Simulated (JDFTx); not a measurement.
**Al2Pt in JDFTx: convergence with energy threshold**

Input of the first run (energy threshold 0.001 Ha); the others differ in this setting and in those tied to it:

File Al2Pt.in:

```
lattice \
    0.0000000000     5.5841406983     5.5841406983 \
    5.5841406983     0.0000000000     5.5841406983 \
    5.5841406983     5.5841406983     0.0000000000
coords-type Cartesian
ion Pt     0.0000000000     0.0000000000     0.0000000000 1
ion Al     8.3762110474     8.3762110474     8.3762110474 1
ion Al     2.7920703491     2.7920703491     2.7920703491 1

ion-species pseudo/Pt.upf
ion-species pseudo/Al.upf
elec-cutoff 42 336
elec-ex-corr gga-PBE
kpoint-folding 8 8 8
elec-smearing Fermi 0.0018374661
elec-n-bands 18
electronic-SCF nIterations 100 energyDiffThreshold 0.001
electronic-minimize nIterations 30 energyDiffThreshold 1e-7
forces-output-coords Cartesian

dump-name run.$VAR
dump End Ecomponents EigStats BandEigs Kpoints Forces Stress
```

Potentials or basis: PseudoDojo-SR-PBE-0.5-stringent with smoothed tails.

Command:

```bash
$ jdftx -c 1 -i Al2Pt.in -o Al2Pt.out
```

Hardware: 1 thread of Arm Neoverse V1 (shared host).

```tsv
energy threshold	energy less the tightest run, at zero smearing (meV/atom)	pressure (GPa)	SCF cycles	CPU time (s)	peak memory (GiB)
0.001 Ha	0.05	1.63	4	93	0.24
0.0001 Ha	0.02	2.12	5	100	0.24
1e-05 Ha	0.00	2.26	6	110	0.24
1e-06 Ha	0.00	2.31	8	130	0.25
1e-07 Ha	0.00	2.30	9	130	0.25
1e-08 Ha	0.00	2.30	11	150	0.24
1e-10 Ha	0.00	2.30	16	180	0.24
```

Against the tightest run, the energy stays within 1 meV/atom from 0.001 Ha on; the pressure stays within 0.1 GPa from 1e-05 Ha on. The tightest run that finished is the yardstick and may itself not be fully converged.

Spin-orbit coupling is left out, which matters for the levels of Pt.
